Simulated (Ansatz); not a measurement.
# Transmission past a defect: armchair graphene nanoribbon (N = 5, H edges), vacancy of one edge or surface C

Wanted: the relaxed defect and the transmission past it, beside the channels of the perfect wire.

Calculated with Ansatz 0.2.0; DFT PBE, plane waves, PAW; relaxation of a wire's period, in the first sound run; inputs show where later runs differ.

**1. The starting structure**

The cell holds 14 atoms: 10 C and 4 H. Cell: a = 13.772 Å, b = 7.000 Å, c = 4.260 Å, α = 90.0°, β = 90.0°, γ = 90.0°. Vacuum lies along a and b. The structure's axis is c.

As a file:

```cif
data_structure
_symmetry_space_group_name_H-M 'P 1'
_symmetry_Int_Tables_number 1
_cell_length_a 13.7720
_cell_length_b 7.0000
_cell_length_c 4.2600
_cell_angle_alpha 90.000
_cell_angle_beta 90.000
_cell_angle_gamma 90.000
_cell_volume 410.68
loop_
_atom_site_label
_atom_site_type_symbol
_atom_site_fract_x
_atom_site_fract_y
_atom_site_fract_z
_atom_site_occupancy
C1 C 0.32142 0.50000 0.00000 1
C2 C 0.50001 0.50000 0.00000 1
C3 C 0.67860 0.50000 0.00000 1
C4 C 0.32142 0.50000 0.33333 1
C5 C 0.50001 0.50000 0.33333 1
C6 C 0.67860 0.50000 0.33333 1
H7 H 0.25414 0.50000 0.45892 1
H8 H 0.74588 0.50000 0.45892 1
C9 C 0.41072 0.50000 0.50000 1
C10 C 0.58931 0.50000 0.50000 1
C11 C 0.41072 0.50000 0.83333 1
C12 C 0.58931 0.50000 0.83333 1
H13 H 0.25414 0.50000 0.87441 1
H14 H 0.74588 0.50000 0.87441 1
```

**2. Relaxation of atoms and period**

Band widths follow the bond lengths, so the wire is relaxed first. The atoms and the third cell vector are free; the box across stays fixed as vacuum. A Fermi-Dirac smearing is set since the result may be a metal. The pressure printed is a third of the stress's trace over the whole box, vacuum included; only the stress along the axis is relaxed.

input.yaml reads:

```yaml
crystal:
  lattice:
    - [13.772, 0.0, 0.0]
    - [0.0, 7.0, 0.0]
    - [0.0, 0.0, 4.26]
  atoms:
    - { symbol: C, position: [0.321423699, 0.5, 0.0] }
    - { symbol: C, position: [0.500011569, 0.5, 0.0] }
    - { symbol: C, position: [0.678599439, 0.5, 0.0] }
    - { symbol: C, position: [0.321423699, 0.5, 0.333333333] }
    - { symbol: C, position: [0.500011569, 0.5, 0.333333333] }
    - { symbol: C, position: [0.678599439, 0.5, 0.333333333] }
    - { symbol: H, position: [0.254138832, 0.5, 0.458920188] }
    - { symbol: H, position: [0.745884306, 0.5, 0.458920188] }
    - { symbol: C, position: [0.410717634, 0.5, 0.5] }
    - { symbol: C, position: [0.589305504, 0.5, 0.5] }
    - { symbol: C, position: [0.410717634, 0.5, 0.833333333] }
    - { symbol: C, position: [0.589305504, 0.5, 0.833333333] }
    - { symbol: H, position: [0.254138832, 0.5, 0.874413146] }
    - { symbol: H, position: [0.745884306, 0.5, 0.874413146] }
kpoints:
  mp_grid: { grid: [1, 1, 19] }
scf:
  occupations: { method: fermi_dirac, width: 0.05 }
hamiltonian:
  xc: pbe
relax:
  cell: { fix: [a, b, alpha, beta, gamma] }
  max_steps: 60
```

Started as:

```bash
> ansatz run input.yaml --threads 4 --pin off --max-ram 16384MiB --backend cpu --events-out ev --progress --plain --runs-dir out
```

Numbers of over 12 decimals in the logs are rounded to 6 here.

The log of the run:

```text
Engine: ansatz 0.2.0, aarch64-unknown-linux-gnu
Pseudopotentials: kind: paw
Pseudopotential: C, paw, valence charge 4, recommended cutoff 420 eV (normal), C.paw.azcp
Pseudopotential: H, paw, valence charge 1, recommended cutoff 420 eV (normal), H.paw.azcp
Functional definition: PBE
  parameter kappa = 0.804
  parameter beta = 0.066725
  exchange = pbe_x(kappa = kappa, mu = beta*pi^2/3)
  correlation = pbe_c(beta = beta)
Crystal: 14 atoms, lattice volume = 410.681 Å³
Basis set: ecut = 420 eV, 8035 PW (Γ), exchange–correlation on 192×96×60 points (8 copies of the dense FFT grid, shifted against one another)
Bands: 36, of which v1, the nominal top of the filled ones, is band 22 counted from 1 (21 counted from 0)
Symmetry: 8 space group operations
Space group: Pmmm (ITA 47), of the structure as read, at distance tolerance 7.4e-5 Å
k-points: 10 of 19
Non-local potential: C, projectors of the file, l = 0: 2, l = 1: 2, l = 2: 1
Non-local potential: H, projectors of the file, l = 0: 2, l = 1: 1
PAW form: soft (Blöchl's): semilocal exchange-correlation on the pseudo side does not see the compensation charge
PAW one-centre angular grid: C, 110 points (default); XC on 64 Gauss nodes
PAW one-centre angular grid: H, 110 points (default); XC on 64 Gauss nodes
Initial density: superposition of atomic densities (neutral atoms: chi_scale 0, normalization atom), corrected by the library's trained network
Initial wavefunctions: pseudopotential atomic-orbital guess
Functional: x = pbe(κ = 0.804, μ = 0.219515), c = pbe(β = 0.066725)
SCF iter   1: F=—  HF=-2572.377046 eV  |F-HF|=—  |Δ(HF+E_count)|=         —  Δρ=2.53e-3  dr2=8.85e-2  ethr=1.77e-3  ⟨swp⟩=7.6  Hψ=1984  notcnv=0  defer=34
preconditioner: auto → Resta (q_TF=auto, 1.880 Å⁻¹)  ε∞=1.8  [insulator: Δε(μ)=0.339 eV  Ē_g=13.812 eV  σ=0.050 eV  W_gap=0.93  n_scr=50 (ndim 8)  ℏωp=12.2 eV  f_vac=0.653  D(μ)=0.13/eV (n_scr^D=0)  ε∞_Penn≈1.8  vacuum switching on, ρ_ref=1.4e-2 e/Å³]
SCF iter   2: F=—  HF=-2572.357492 eV  |F-HF|=—  |Δ(HF+E_count)|=   1.96e-2  Δρ=1.79e-3  dr2=1.60e-2  ethr=2.01e-4  ⟨swp⟩=2.3  Hψ=610  notcnv=0  defer=82
SCF iter   3: F=—  HF=-2572.355109 eV  |F-HF|=—  |Δ(HF+E_count)|=   2.38e-3  Δρ=7.51e-4  dr2=2.46e-3  ethr=3.63e-5  ⟨swp⟩=2.0  Hψ=491  notcnv=0  defer=82
SCF iter   4: F=—  HF=-2572.355824 eV  |F-HF|=—  |Δ(HF+E_count)|=   7.15e-4  Δρ=2.38e-4  dr2=2.78e-4  ethr=5.58e-6  ⟨swp⟩=3.0  Hψ=548  notcnv=0  defer=82
SCF iter   5: F=—  HF=-2572.356100 eV  |F-HF|=—  |Δ(HF+E_count)|=   2.76e-4  Δρ=5.70e-5  dr2=1.43e-5  ethr=6.31e-7  ⟨swp⟩=2.1  Hψ=480  notcnv=0  defer=82
SCF iter   6: F=—  HF=-2572.356206 eV  |F-HF|=—  |Δ(HF+E_count)|=   1.06e-4  Δρ=1.87e-5  dr2=1.18e-6  ethr=3.25e-8  ⟨swp⟩=2.0  Hψ=611  notcnv=0  defer=82
SCF iter   7: F=-2572.356206 eV  HF=-2572.356206 eV  |F-HF|=5.70e-8  |Δ(HF+E_count)|=   2.13e-7  Δρ=3.93e-6  dr2=3.01e-8  ethr=2.27e-10  ⟨swp⟩=3.4  Hψ=1293  notcnv=0
SCF 1 converged in 7 iterations: F = -2572.356206 eV  dr2 = 3.01e-8
  greatest PAW one-centre occupation: 0.674 electrons in one spin orbital (limit 2), on the C atom at site 4 (counted from 0), in its partial waves of l = 0
relax step   1: F+E_penalty+E_count = -2572.35620646 eV  Δ(F+E_penalty+E_count) = +0.000e0 eV  max|allowed force component| = 2.483e0 eV/Å  Δτ_max = 0.0000 Å  P = +0.366 GPa  Ω = 410.681 Å³  fix = [a, b, alpha, beta, gamma]  reactions: a +0.381, b +0.093 GPa  (7 SCF iters, dr2 threshold 1.00e-7 eV, accepted)
Crystal: 14 atoms, lattice volume = 415.189 Å³
Basis set: ecut = 420 eV, 8159 PW (Γ), exchange–correlation on 192×96×60 points (8 copies of the dense FFT grid, shifted against one another)
Initial density: handed on by an earlier stage of this run
Initial wavefunctions: those handed on with the density
iter 1 solved again at ethr=1.91e-4 eV; its pass at ethr=3.10e-3 eV (dr2=8.42e-2 eV) is discarded
SCF iter   1: F=—  HF=-2572.579661 eV  |F-HF|=—  |Δ(HF+E_count)|=         —  Δρ=5.54e-3  dr2=8.90e-2  ethr=1.91e-4  ⟨swp⟩=3.7  Hψ=1612  notcnv=0
preconditioner: auto → Resta (q_TF=auto, 1.877 Å⁻¹)  ε∞=1.8  [insulator: Δε(μ)=0.360 eV  Ē_g=13.597 eV  σ=0.050 eV  W_gap=0.95  n_scr=50 (ndim 8)  ℏωp=12.1 eV  f_vac=0.661  D(μ)=0.11/eV (n_scr^D=0)  ε∞_Penn≈1.8  vacuum switching on, ρ_ref=1.3e-2 e/Å³]
SCF iter   2: F=—  HF=-2572.559832 eV  |F-HF|=—  |Δ(HF+E_count)|=   1.98e-2  Δρ=2.36e-3  dr2=1.26e-2  ethr=1.91e-4  ⟨swp⟩=2.1  Hψ=660  notcnv=0
SCF iter   3: F=—  HF=-2572.558776 eV  |F-HF|=—  |Δ(HF+E_count)|=   1.06e-3  Δρ=1.01e-3  dr2=2.19e-3  ethr=2.86e-5  ⟨swp⟩=2.0  Hψ=521  notcnv=0
SCF iter   4: F=—  HF=-2572.558869 eV  |F-HF|=—  |Δ(HF+E_count)|=   9.32e-5  Δρ=2.34e-4  dr2=1.29e-4  ethr=4.99e-6  ⟨swp⟩=2.6  Hψ=602  notcnv=0
SCF iter   5: F=—  HF=-2572.559011 eV  |F-HF|=—  |Δ(HF+E_count)|=   1.43e-4  Δρ=6.04e-5  dr2=1.71e-5  ethr=2.93e-7  ⟨swp⟩=2.1  Hψ=546  notcnv=0
SCF iter   6: F=-2572.559011 eV  HF=-2572.559011 eV  |F-HF|=1.62e-7  |Δ(HF+E_count)|=   4.28e-8  Δρ=1.56e-5  dr2=1.05e-6  ethr=3.18e-9  ⟨swp⟩=3.9  Hψ=1396  notcnv=0
SCF 2 converged in 6 iterations: F = -2572.559011 eV  dr2 = 1.05e-6
  greatest PAW one-centre occupation: 0.675 electrons in one spin orbital (limit 2), on the C atom at site 5 (counted from 0), in its partial waves of l = 0
relax step   2: F+E_penalty+E_count = -2572.55901125 eV  Δ(F+E_penalty+E_count) = -2.028e-1 eV  max|allowed force component| = 7.556e-1 eV/Å  Δτ_max = 0.0522 Å  P = +0.086 GPa  Ω = 415.189 Å³  energy of the carried Pulay correction = -3.885e-3 eV  fix = [a, b, alpha, beta, gamma]  reactions: a +0.360, b +0.081 GPa  (6 SCF iters, dr2 threshold 1.40e-6 eV, accepted)
Crystal: 14 atoms, lattice volume = 415.630 Å³
Basis set: ecut = 420 eV, 8175 PW (Γ), exchange–correlation on 192×96×60 points (8 copies of the dense FFT grid, shifted against one another)
iter 1 solved again at ethr=2.09e-5 eV; its pass at ethr=3.10e-3 eV (dr2=9.21e-3 eV) is discarded
SCF iter   1: F=—  HF=-2572.577644 eV  |F-HF|=—  |Δ(HF+E_count)|=         —  Δρ=1.82e-3  dr2=9.79e-3  ethr=2.09e-5  ⟨swp⟩=2.2  Hψ=1446  notcnv=0
preconditioner: auto → Resta (q_TF=auto, 1.877 Å⁻¹)  ε∞=1.8  [insulator: Δε(μ)=0.415 eV  Ē_g=13.605 eV  σ=0.050 eV  W_gap=0.97  n_scr=50 (ndim 8)  ℏωp=12.1 eV  f_vac=0.660  D(μ)=0.07/eV (n_scr^D=0)  ε∞_Penn≈1.8  vacuum switching on, ρ_ref=1.3e-2 e/Å³]
SCF iter   2: F=—  HF=-2572.575056 eV  |F-HF|=—  |Δ(HF+E_count)|=   2.59e-3  Δρ=7.68e-4  dr2=1.41e-3  ethr=2.09e-5  ⟨swp⟩=2.0  Hψ=494  notcnv=0
SCF iter   3: F=—  HF=-2572.574857 eV  |F-HF|=—  |Δ(HF+E_count)|=   1.99e-4  Δρ=3.03e-4  dr2=2.60e-4  ethr=3.21e-6  ⟨swp⟩=2.0  Hψ=523  notcnv=0
SCF iter   4: F=—  HF=-2572.574955 eV  |F-HF|=—  |Δ(HF+E_count)|=   9.83e-5  Δρ=6.82e-5  dr2=1.01e-5  ethr=5.90e-7  ⟨swp⟩=2.6  Hψ=608  notcnv=0
SCF iter   5: F=-2572.574957 eV  HF=-2572.574958 eV  |F-HF|=2.04e-7  |Δ(HF+E_count)|=   2.34e-6  Δρ=1.57e-5  dr2=8.41e-7  ethr=3.18e-9  ⟨swp⟩=5.0  Hψ=1203  notcnv=0
SCF 3 converged in 5 iterations: F = -2572.574957 eV  dr2 = 8.41e-7
  greatest PAW one-centre occupation: 0.677 electrons in one spin orbital (limit 2), on the C atom at site 5 (counted from 0), in its partial waves of l = 0
relax step   3: F+E_penalty+E_count = -2572.57495735 eV  Δ(F+E_penalty+E_count) = -1.595e-2 eV  max|allowed force component| = 4.850e-2 eV/Å  Δτ_max = 0.0148 Å  P = +0.061 GPa  Ω = 415.630 Å³  energy of the carried Pulay correction = -4.264e-3 eV  fix = [a, b, alpha, beta, gamma]  reactions: a -0.005, b +0.079 GPa  (5 SCF iters, dr2 threshold 1.40e-6 eV, accepted)
[...]
relax step   4: F+E_penalty+E_count = -2572.57508866 eV  Δ(F+E_penalty+E_count) = -1.313e-4 eV  max|allowed force component| = 1.887e-2 eV/Å  Δτ_max = 0.0016 Å  P = +0.020 GPa  Ω = 415.754 Å³  energy of the carried Pulay correction = -4.370e-3 eV  fix = [a, b, alpha, beta, gamma]  reactions: a -0.010, b +0.079 GPa  (4 SCF iters, dr2 threshold 1.47e-7 eV, accepted)
[...]
relax step   5: F+E_penalty+E_count = -2572.57508262 eV  Δ(F+E_penalty+E_count) = +6.041e-6 eV  max|allowed force component| = 3.027e-2 eV/Å  Δτ_max = 0.0026 Å  P = +0.049 GPa  Ω = 415.689 Å³  energy of the carried Pulay correction = -4.314e-3 eV  fix = [a, b, alpha, beta, gamma]  (5 SCF iters, dr2 threshold 2.22e-8 eV, rejected (line search))
[...]
relax step   6: F+E_penalty+E_count = -2572.57512563 eV  Δ(F+E_penalty+E_count) = -3.696e-5 eV  max|allowed force component| = 1.848e-3 eV/Å  Δτ_max = 0.0011 Å  P = +0.026 GPa  Ω = 415.739 Å³  energy of the carried Pulay correction = -4.357e-3 eV  fix = [a, b, alpha, beta, gamma]  reactions: a +0.005, b +0.079 GPa  (7 SCF iters, accepted)
Initial wavefunctions: pseudopotential atomic-orbital guess (no wavefunctions were taken with the density)
iter 1 solved again at ethr=4.42e-7 eV; its pass at ethr=3.10e-3 eV (dr2=1.94e-4 eV) is discarded
SCF iter   1: F=—  HF=-2572.578356 eV  |F-HF|=—  |Δ(HF+E_count)|=         —  Δρ=6.78e-5  dr2=1.33e-6  ethr=4.42e-7  ⟨swp⟩=5.0  Hψ=3201  notcnv=0
preconditioner: auto → Resta (q_TF=auto, 1.876 Å⁻¹)  ε∞=1.8  [insulator: Δε(μ)=0.409 eV  Ē_g=13.612 eV  σ=0.050 eV  W_gap=0.97  n_scr=50 (ndim 8)  ℏωp=12.1 eV  f_vac=0.660  D(μ)=0.07/eV (n_scr^D=0)  ε∞_Penn≈1.8  vacuum switching on, ρ_ref=1.3e-2 e/Å³]
SCF iter   2: F=—  HF=-2572.579252 eV  |F-HF|=—  |Δ(HF+E_count)|=   8.96e-4  Δρ=3.43e-5  dr2=3.23e-7  ethr=3.03e-9  ⟨swp⟩=2.7  Hψ=763  notcnv=0  defer=2
SCF iter   3: F=—  HF=-2572.579644 eV  |F-HF|=—  |Δ(HF+E_count)|=   3.92e-4  Δρ=3.86e-6  dr2=1.95e-8  ethr=7.35e-10  ⟨swp⟩=2.3  Hψ=644  notcnv=0  defer=4
SCF iter   4: F=—  HF=-2572.579653 eV  |F-HF|=—  |Δ(HF+E_count)|=   8.93e-6  Δρ=6.79e-7  dr2=1.61e-9  ethr=4.42e-11  ⟨swp⟩=2.0  Hψ=520  notcnv=0  defer=4
SCF iter   5: F=—  HF=-2572.579653 eV  |F-HF|=—  |Δ(HF+E_count)|=   1.97e-8  Δρ=3.17e-7  dr2=1.10e-9  ethr=3.66e-12  ⟨swp⟩=2.4  Hψ=600  notcnv=0  defer=4
SCF iter   6: F=-2572.579653 eV  HF=-2572.579653 eV  |F-HF|=1.77e-9  |Δ(HF+E_count)|=   1.94e-9  Δρ=8.51e-8  dr2=3.26e-11  ethr=1.00e-12  ⟨swp⟩=3.6  Hψ=1402  notcnv=0
SCF 7 converged in 6 iterations: F = -2572.579653 eV  dr2 = 3.26e-11
relax step   7: F+E_penalty+E_count = -2572.57965277 eV  Δ(F+E_penalty+E_count) = -4.527e-3 eV  max|allowed force component| = 2.494e-3 eV/Å  Δτ_max = 0.0000 Å  P = +0.039 GPa  Ω = 415.739 Å³  fix = [a, b, alpha, beta, gamma]  reactions: a +0.004, b +0.099 GPa  stress off target by 1.27e-2 GPa on what of the cell is left free  SCF on the basis re-selected at this cell (its energy is not comparable with the rows above)  (6 SCF iters)
basis re-selected at this cell: Δ(F+E_penalty+E_count) = -4.527e-3 eV, ΔP = +0.012 GPa vs the last step (what re-selecting the basis moved, of the pressure what is left beyond the Pulay correction that the steps carried, after the strain that the cell walked since its last selection, with what the two solves' SCF thresholds leave and, on support functions, any second-order correction that the steps lacked; it is no m [...]
SCF converged after 6 iterations
Free energy (F): -2572.579653 eV
Harris-Foulkes:  -2572.579653 eV  (|F-HF|=1.77e-9)
Internal energy: -2572.578745 eV  (E = F + TS)
E sigma→0 (E₀):  -2572.579199 eV
Entropy (-TS):   -0.000907 eV (-0.065 meV/atom)
Fermi energy:    -1.355655 eV
--- Per-component energies (eV) ---
  E_band       = -444.327557
  E_kinetic    = 960.471744
  E_local      = -7790.789870  (includes V_loc(G=0)·N_el)
  E_nonlocal   = 280.105397
  E_hartree    = 3407.460123
  E_xc         = -514.419757
  E_vxc        = -638.338857  (∫ρ·V_xc dr)
  E_paw        = -995.597560  (= ΣΔE_a)
  E_vpaw       = -70.690930  (= ΣTr[D̂ρ^β])
  E_aug_tail   = -0.005419  (compensation charges beyond the density's cutoff)
  E_ewald      = 2080.196596
  E_smearing   = -0.000907  (= −TS)
  E_closure    = 0.000000  (closes the sum)
  Σ components = -2572.579653   (vs F -2572.579653, Δ=0.00e0)
--- Forces (eV/Å), atoms counted from 1 ---
  atom   1  C     -0.00249370    -0.00000000    -0.00095843
  atom   2  C     -0.00000000    -0.00000000    -0.00133436
  atom   3  C      0.00249370    -0.00000000    -0.00095843
  atom   4  C     -0.00249370     0.00000000     0.00095843
  atom   5  C      0.00000000     0.00000000     0.00133436
  atom   6  C      0.00249370     0.00000000     0.00095843
  atom   7  H     -0.00006316     0.00000000    -0.00094794
  atom   8  H      0.00006316     0.00000000    -0.00094794
  atom   9  C      0.00162695    -0.00000000     0.00084488
  atom  10  C     -0.00162695    -0.00000000     0.00084488
  atom  11  C      0.00162695     0.00000000    -0.00084488
  atom  12  C     -0.00162695     0.00000000    -0.00084488
  atom  13  H     -0.00006316    -0.00000000     0.00094794
  atom  14  H      0.00006316    -0.00000000     0.00094794
  max |Σ_I F_I| component: 2.17e-19 eV/Å
--- Stress (GPa, compression-positive) ---
        0.003620       0.000000       0.000000
        0.000000       0.099301      -0.000000
        0.000000      -0.000000       0.012716
  P = ⅓ Tr σ = 0.0385 GPa (0.385 kbar)
--- Relaxed structure (6 steps of the walk, 5 accepted, 1 SCFs on fresh bases) ---
  F+E_penalty+E_count = -2572.57965277 eV   max|allowed force component| = 2.494e-3 eV/Å   (the final SCF, on the basis selected at the relaxed cell)
  cell:  # Å, volume = 415.7393 Å³
    - [13.772, 0.0, 0.0]
    - [0.0, 7.0, 0.0]
    - [0.0, 0.0, 4.312469]
  atoms:
    - { symbol: C, position: [0.322996, 0.5, 0.00772368] }
    - { symbol: C, position: [0.500012, 0.5, -0.000250466] }
    - { symbol: C, position: [0.677027, 0.5, 0.00772368] }
    - { symbol: C, position: [0.322996, 0.5, 0.325610] }
    - { symbol: C, position: [0.500012, 0.5, 0.333584] }
    - { symbol: C, position: [0.677027, 0.5, 0.325610] }
    - { symbol: H, position: [0.253305, 0.5, 0.444400] }
    - { symbol: H, position: [0.746718, 0.5, 0.444400] }
    - { symbol: C, position: [0.410351, 0.5, 0.500138] }
    - { symbol: C, position: [0.589672, 0.5, 0.500138] }
    - { symbol: C, position: [0.410351, 0.5, 0.833195] }
    - { symbol: C, position: [0.589672, 0.5, 0.833195] }
    - { symbol: H, position: [0.253305, 0.5, 0.888933] }
    - { symbol: H, position: [0.746718, 0.5, 0.888933] }
```

It took 15 s on 4 threads of Arm Neoverse V1, shared host; peak memory 0.75 GiB.

Relaxation path:

```csv
step,energy less that of the first step (eV),largest force component (eV/Å),pressure (GPa),volume (Å³)
1,0.0000,2.4832,0.37,410.68
2,-0.2028,0.7556,0.09,415.19
3,-0.2188,0.0485,0.06,415.63
4,-0.2189,0.0189,0.02,415.75
5,-0.2189,0.0303,0.05,415.69
6,-0.2189,0.0018,0.03,415.74
7*,-0.2234,0.0025,0.04,415.74
```

Relaxation steps marked * repeat the geometry before them on a plane-wave basis chosen anew for their cell, so energy and pressure can jump there. Relaxation step 5 was tried and not accepted.

Forces are held to the 8 operations that the run works with; a distortion that breaks them can't arise in this run.

```csv
cell as run,before,after,change
c (Å),4.260,4.312,+1.2 %
```

The atoms that moved most (Å, along periodic axes as changes of fractional coordinates times the final cell, across vacuum about the mean position):

```csv
atom,dx,dy,dz,length
H8,0.011,0.000,-0.063,0.064
H7,-0.011,0.000,-0.063,0.064
H14,0.011,0.000,0.063,0.064
H13,-0.011,0.000,0.063,0.064
C3,-0.022,0.000,0.033,0.040
C1,0.022,0.000,0.033,0.040
C6,-0.022,0.000,-0.033,0.040
C4,0.022,0.000,-0.033,0.040
```

This step gave:

| Item | Value |
| --- | --- |
| energy at zero smearing | -2572.5792 eV |
| cell length along the wire | 4.312 Å |

The cell's length comes to 4.312 Å with spin left out.

(Part 1 of 4 ends here.)

[Logs are printed without paths, hosts, clocks, repeated set-up lines and the standing remarks that a program may print on its own settings, such as how far it seeks lower states.]

[Hosts, paths, dates, database ids (printed as entryN), source tags and the programs' standing remarks are cut or masked in the printed files.]
